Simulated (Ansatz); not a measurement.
MoS2 in Ansatz: the effect of functional

Slab: MoS2, a slab with vacuum.

```xyz
3
Lattice="3.1628 0.0000 0.0000 -1.5814 2.7390 0.0000 0.0000 0.0000 17.2183" Properties=species:S:1:pos:R:3 pbc="T T T"
Mo    0.0000    0.0000    0.0000
S     0.0000    1.8260   15.6773
S     0.0000    1.8260    1.5409
```

The cell isn't the ideal one: volume scaled by 0.98.

Alike in all runs:

| Property | Result |
| --- | --- |
| Program | Ansatz 0.2.0 |
| Task | single point |
| Potentials or basis | Ansatz PAW |
| k mesh | 10 × 10 × 2 |
| Occupations | fermi-dirac, width 0.05 eV |
| Spin | no spin polarisation |

```tsv
functional	cutoff	gap on the mesh (eV)	largest force (eV/Å)
LDA	420 eV (not typed: the program's choice for these potentials)	?	?
PBEsol	420 eV (not typed: the program's choice for these potentials)	1.79	0.19
r2SCAN	500 eV (not typed: the program's choice for these potentials)	1.87	0.37
```

Task: What does the run with functional LDA give?

Result: gap on the mesh 1.78 eV; largest force 0.06 eV/Å.

Caveats: the PAW data sets come from PBE, with cores solved anew for the run's functional, which leaves a small shift of forces and pressure.

A k mesh can miss the band edges.
